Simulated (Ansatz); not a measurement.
Runs of Ansatz 0.2.0 on Cs2AgBiBr6. The structure is cubic, space group Fm-3m (No. 225). Conventional cell: a = 11.232 Å, b = 11.232 Å, c = 11.232 Å, α = 90.00°, β = 90.00°, γ = 90.00°. Around Bi (site symmetry m-3m) lie 6 Br at 2.81 Å. Cs (site symmetry -43m) is surrounded by 12 Br at 3.97 Å. Ag (site symmetry m-3m) is surrounded by 6 Br at 2.80 Å. Br (site symmetry 4mm) is surrounded by 1 Ag at 2.80 Å and 1 Bi at 2.81 Å. 

```tsv
task	level	U	cell	k mesh	cutoff (eV)	points for each segment of the path	hubbard projectors	double counting	gap on the mesh (eV)	pressure (GPa)	relaxed volume (Å³/atom)	largest force (eV/Å)
relaxation of cell and atoms	BLYP	-	relaxed	3 × 3 × 3	420	-	-	-	1.94	0.0	40.73	-
band structure	LDA+U	Ag d U = 2 eV	as given	4 × 4 × 4	420	10	ortho-atomic (the default)	fll (the default)	1.27	(c)	-	0.27
projected density of states	RPBE	-	as given	4 × 4 × 4	420	-	-	-	1.34	3.5	-	(b)
relaxation of cell and atoms	r2SCAN	-	relaxed	4 × 4 × 4	500	-	-	-	1.67	0.0	(a)	-
relaxation of cell and atoms	PBEsol+D4	-	relaxed	3 × 3 × 3	420	-	-	-	1.74	0.0	34.21	-
```

Alike in all rows: potentials or basis Ansatz PAW; no spin polarisation; smearing fermi-dirac 0.05 eV.

Question: Fill in the values left out.

Answer: (a) 36.46; (b) 0.25; (c) -1.4.

Caveats: spin-orbit coupling is left out, which as a rule narrows the gap of such compounds by several tenths of an eV; the PAW data sets come from PBE, with cores solved anew for the run's functional, which leaves a small shift of forces and pressure; the plane-wave basis is chosen anew once the cell has moved, so the energies of steps on either side of that aren't comparable (some runs); the potentials were made for another functional, which shifts forces and pressure (some runs); odd divisions of the mesh miss points on the zone boundary, where band edges often lie, so the gap on the mesh can be too wide (some runs); the density of states is complete only up to the lowest level of the last band computed (some runs).

A k mesh can miss the band edges, and the runs leave out spin-orbit coupling on Ag, Bi, Br, Cs.

Not every run made on this cell is shown here.
